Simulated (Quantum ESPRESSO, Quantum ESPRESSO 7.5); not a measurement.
# PbSe band gap in PBEsol: close in number with spin-orbit coupling, but probably with inverted bands

## Reference data

Two compilations give the gap of rock-salt PbSe at room temperature: a printed reference work on band gaps and transport properties of semiconductors lists 0.278 eV as the minimum gap, and a printed reference work on semiconductor material properties and physical constants tables lists the same 0.278 eV as the direct gap at L. How the value was obtained is not stated. I take the two entries as probably one determination repeated, so their agreement adds little weight. My larger reservation is temperature. The gap of the lead chalcogenides widens on warming, opposite to most semiconductors, so the low-temperature gap of PbSe is markedly smaller than the room-temperature one. A static-lattice calculation belongs nearer to that smaller gap.

| compared with | measured | source's wording or label | T (K) | method |
| --- | --- | --- | --- | --- |
| gap (eV) | 0.278 | minimum gap, room temperature | room temperature | compiled value, method not stated |
| direct gap (eV) | 0.278 | direct gap at L | room temperature | compiled value, method not stated |

Conditions are those given with the value in the passage it was taken from; "not stated" means there, and the paper may say more elsewhere.

## Method

The aim is to see whether PBEsol gives the gap of PbSe, and what spin-orbit coupling does to it. The model is the two-atom cell at the diffraction lattice constant, 6.121 Å, with levels followed along the high-symmetry path, which includes L.

I count a result within 20 % of 0.278 eV as a success, for the minimum and the direct gap alike. That is a window of about 0.06 eV either way, narrow enough to expose a wrong treatment of the band edges. The thermal widening up to room temperature is roughly 0.1 eV, larger than the window, so a number inside it is not yet a correct static gap.

The relativistic calculation comes first, with its scalar counterpart for scale; numerical checks follow. A hybrid functional with spin-orbit coupling would be the sounder level for a gap this small, but I keep this study to PBEsol.

Plain PBE is not among the levels examined in this study.

System: PbSe (lead selenide), halite structure; Fm-3m (No. 225), 2 atoms in the primitive cell; the database structure is a diffraction structure: a = 6.121 Å.

## 1. Spin-orbit coupling from the start

Lead 6p states dominate the conduction edge at L, and their spin-orbit splitting is larger than the gap itself. A scalar-relativistic gap therefore lacks a leading term, however reasonable it may look. I run PBEsol with spin-orbit coupling and the same calculation without it, at equal cutoff and mesh, so that the difference shows the relativistic effect, apart from the change of potential files that goes with it.

I expect the scalar gap to be a few tenths of an eV and the coupling to remove most of it. Since semilocal functionals underestimate gaps, the band edges may even cross at L. The gap I read off is only the size of the interval between filled and empty levels, so a small positive value would not by itself prove the normal band order.

**Run 1.** Quantum ESPRESSO 7.5: PBEsol with spin-orbit coupling, fully relativistic PseudoDojo potentials, database cell, levels along the high-symmetry path, cutoff 86 Ry, 8x8x8 k mesh, Gaussian smearing 0.01 eV.

Key lines of the input:
```
! potential files: fully relativistic PseudoDojo potentials, made for PBEsol
&control
  calculation = 'bands'
/
&system
  nat = 2
  ntyp = 2
  ecutwfc = 86
  nbnd = 42
  occupations = 'smearing'
  smearing = 'gaussian'
  degauss = 0.00073
  noncolin = .true.
  lspinorb = .true.
/
&electrons
  conv_thr = 1.0d-8
  electron_maxstep = 100
  mixing_beta = 0.4
/
ATOMIC_SPECIES
  Pb 207.200 Pb.upf
  Se 78.971 Se.upf
[... cell and positions ...]
K_POINTS crystal
  62
  0.00000000 0.00000000 0.00000000 1
  ...
```

Command:
```
OMP_NUM_THREADS=1 mpirun -n 4 pw.x -nk 4 -in bands.in > bands.out
```

Converged; 2.4 min on 4 cores of Arm Neoverse V2, shared host (all steps together).

**Run 2.** Quantum ESPRESSO 7.5: PBEsol, PseudoDojo norm-conserving potentials, database cell, levels along the high-symmetry path, cutoff 86 Ry, 8x8x8 k mesh, Gaussian smearing 0.01 eV.

Key lines of the input, as changed from run 1:
```diff
- ! potential files: fully relativistic PseudoDojo potentials, made for PBEsol
+ ! potential files: PseudoDojo norm-conserving potentials, made for PBEsol
  &system
-   nbnd = 42
+   nbnd = 21
-   noncolin = .true.
-   lspinorb = .true.
```

Command:
```
OMP_NUM_THREADS=1 mpirun -n 8 pw.x -nk 8 -in bands.in > bands.out
```

Converged; 41 s on 8 cores of Intel Xeon at 2.50GHz (Skylake/Cascade Lake), shared host (all steps together).

| quantity | run 1 | run 2 | measured |
| --- | --- | --- | --- |
| gap (eV) | 0.268 | 0.210 | 0.278 |
| direct gap (eV) | 0.268 | 0.210 | 0.278 |

With spin-orbit coupling the gap is 0.268 eV, inside the target and only 0.010 eV below the measured 0.278 eV. The scalar gap, 0.210 eV, falls outside it. I don't trust the close agreement, because the change has the wrong sign. I expected the coupling to narrow the gap, and the interval has widened by 0.058 eV.

The likeliest explanation is that the band edges at L have crossed. Spin-orbit coupling pushes the lead-derived conduction edge down; if it passes the valence edge, the interval closes and reopens with the order reversed. If the smallest interval still lies at L, the 0.268 eV would then be the size of a negative gap, and the shift due to the coupling nearly half an eV, a plausible size for lead 6p states. PbSe has the normal order at ambient conditions, so the agreement would be accidental. This is an inference from the sign and size of the change; I haven't examined the parity or orbital character of the states at L, which would settle it.

## 2. Is the scalar starting gap sound?

The argument for a crossing rests on the scalar gap being small enough for the coupling to overturn. I test that value with a different family of potentials, GBRV ultrasoft, and with a coarser 4×4×4 mesh for the density. I expect shifts of a few hundredths of an eV at most. Both checks are scalar-relativistic, so they test the starting point of the argument and leave the convergence of the 0.268 eV itself untested.

**Run 3.** Quantum ESPRESSO 7.5: PBEsol, GBRV ultrasoft potentials, database cell, levels along the high-symmetry path, cutoff 45 Ry (density 360 Ry), 8x8x8 k mesh, Gaussian smearing 0.01 eV.

Key lines of the input, as changed from run 2:
```diff
- ! potential files: PseudoDojo norm-conserving potentials, made for PBEsol
+ ! potential files: GBRV ultrasoft potentials, made for PBEsol
  &system
-   ecutwfc = 86
-   nbnd = 21
+   ecutwfc = 45
+   ecutrho = 360
+   nbnd = 16
```

Converged; 29 s of wall time (all steps together).

**Run 4.** Quantum ESPRESSO 7.5: PBEsol, PseudoDojo norm-conserving potentials, database cell, levels along the high-symmetry path, cutoff 86 Ry, 4x4x4 k mesh, Gaussian smearing 0.01 eV.

Key lines of the input, as changed from run 1:
```diff
- ! potential files: fully relativistic PseudoDojo potentials, made for PBEsol
+ ! potential files: PseudoDojo norm-conserving potentials, made for PBEsol
  &system
-   nbnd = 42
+   nbnd = 21
-   noncolin = .true.
-   lspinorb = .true.
```

Converged; 30 s of wall time (all steps together).

| quantity | run 3 | run 4 | measured |
| --- | --- | --- | --- |
| gap (eV) | 0.206 | 0.211 | 0.278 |
| direct gap (eV) | 0.206 | 0.211 | 0.278 |

The scalar gap holds. The GBRV potentials give 0.206 eV, 0.004 eV below the PseudoDojo value, and the coarser mesh for the density moves it by only 0.001 eV. Both shifts are far smaller than the 0.058 eV by which the relativistic and scalar gaps differ, so the small scalar gap from which I argued a crossing is not a peculiarity of one potential family or of the mesh.

This supports the premise of the argument but does not prove the inversion, which still rests on the sign of the change and on the known strength of the coupling in lead 6p states.

## Comparison with experiment

| run | settings | gap (eV) | deviation | direct gap (eV) | deviation | cost |
| --- | --- | --- | --- | --- | --- | --- |
| 1 | PBEsol+SOC, fully relativistic PseudoDojo | 0.268 | −0.010 | 0.268 | −0.010 | 9.5 core-min |
| 2 | PBEsol, PseudoDojo norm-conserving potentials, cutoff 86 Ry, 8x8x8 k mesh | 0.210 | −0.068 | 0.210 | −0.068 | 5.5 core-min |
| 3 | PBEsol, GBRV ultrasoft, cutoff 45 Ry | 0.206 | −0.072 | 0.206 | −0.072 | 3.9 core-min |
| 4 | PBEsol, 4x4x4 mesh | 0.211 | −0.067 | 0.211 | −0.067 | 4.1 core-min |
|  | measured | 0.278 |  | 0.278 |  |  |

## Discussion

PBEsol with spin-orbit coupling meets the target in number: 0.268 eV against 0.278 eV, for the minimum and the direct gap alike, at 9.5 core-minutes. I don't count this as a successful prediction of the gap, because the agreement is probably accidental.

The reason is the comparison with the scalar run. Spin-orbit coupling should narrow the normal gap at L, yet the interval grew from 0.210 to 0.268 eV. A crossing of the band edges explains this naturally. The calculated gap would then be negative, and the true error more than half an eV against the room-temperature value. Allowing for a thermal widening of roughly 0.1 eV would reduce that error but leave most of it. Its sign is that of the usual semilocal underestimate of gaps.

The scalar gap misses the target, and it lacks a relativistic term larger than itself if the bands do cross. Its error would then be partly hidden by that omission.

The pair of runs with and without coupling was the decisive step. The second potential family showed that the small scalar gap is not peculiar to one set of potentials; the coarser mesh added little. Neither check tested the relativistic result on which the call rests.

Semilocal functionals with spin-orbit coupling are known to invert the band edges of PbSe at L, which agrees with this reading; the symmetry and orbital character of the edge states were not examined here. A hybrid functional with spin-orbit coupling, with that character checked, is the calculation I would do next.

[Logs are printed without paths, hosts, clocks, repeated set-up lines and the standing remarks that a program may print on its own settings, such as how far it seeks lower states.]

[The runs shown are a pick from a larger set of finished runs; failed, doubtful and other runs were left out of it ahead of writing. So were measured values far from every level or from commonly accepted values, and agreement can look better than it is. Lines of input and output are excerpts and may be shortened.]

[Plain PBE was run on this system too; it isn't shown.]
